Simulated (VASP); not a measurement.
A run of VASP 6.6.1:

The input INCAR:

```
  PREC = Accurate
  ENCUT = 520
  EDIFF = 1E-7
  ISMEAR = -1
  SIGMA = 0.1
  LREAL = False
  LASPH = True
  NELM = 100
  ALGO = Normal
  ISIF = 2
  LWAVE = False
  LCHARG = False
  GGA = PE
  NBANDS = 18
```

File KPOINTS:

```
regular mesh
0
Gamma
  6 6 6
```

POSCAR

```
BiTe
1.0
    0.0000000000      3.1233581592      3.1233581592
    3.1233581592      0.0000000000      3.1233581592
    3.1233581592      3.1233581592      0.0000000000
Bi Te
1 1
Direct
    0.0000000000      0.0000000000      0.0000000000
    0.5000000000      0.5000000000      0.5000000000
```

Potentials or basis: VASP PAW PBE potentials, release 64 (Bi_d, Te).

Launch:

```console
$ cat potpaw_PBE.64/Bi_d/POTCAR potpaw_PBE.64/Te/POTCAR > POTCAR
$ mpirun -np 1 vasp_std > vasp.out
```

Hardware: 1 thread of AMD EPYC 9R45 (Zen 5), on a shared host.

Problem. Estimate the wall time of this run.

Solution. Wall time 16 s on 1 thread of AMD EPYC 9R45 (Zen 5), with other jobs on the host, peak memory 0.17 GiB. Counts: scf iterations 15, k points 16.
